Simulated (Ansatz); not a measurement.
SiNi:

```
Ni Si
1.0
     2.94277    0.00000    0.00000
     0.00000    3.28033    0.00000
     0.00000    0.00000    4.67745
Ni Si
2 2
Direct
  0.50000 0.50000 0.34250
  0.00000 0.00000 0.65750
  0.50000 0.50000 0.84314
  0.00000 0.00000 0.15686
```

The cell is a database's computed one.

Base run:

| Quantity | Value |
| --- | --- |
| Program | Ansatz 0.2.0 |
| Functional | r2SCAN |
| Potentials or basis | Ansatz PAW |
| Cutoff | 500 eV |
| Density cutoff | 2000 eV |
| k mesh | 9 × 8 × 6 |
| Occupations | fermi-dirac, width 0.05 eV |
| Spin | collinear spin, ferromagnetic start |
| Starting moments | [1.0, 1.0, 0.0, 0.0] μB |

Its results: band gap on the k mesh none (metal or under the smearing width); pressure 0.4 GPa; net moment 0.00 μB per cell; largest force 0.030 eV/Å.

Task: After a change of settings the same cell gave: band gap on the k mesh none (metal or under the smearing width); pressure -0.1 GPa; net moment 0.00 μB per cell; largest force 0.044 eV/Å. Which change was it?
A. functional from r2SCAN to BLYP; cutoff from 500 eV to 420 eV; density cutoff from 2000 eV to 1680 eV
B. hubbard terms from none to Ni d U = 2 eV; hubbard projectors from none to ortho-atomic (the default)
C. functional from r2SCAN to LDA; cutoff from 500 eV to 420 eV; density cutoff from 2000 eV to 1680 eV

Result: B.

Caveats: the magnetic or orbital state may not be the lowest; the PAW data sets come from PBE, with cores solved anew for the run's functional, which leaves a small shift of forces and pressure; the U is typed as a test and isn't derived for this compound (some runs).

Not every run made on this cell is shown here.
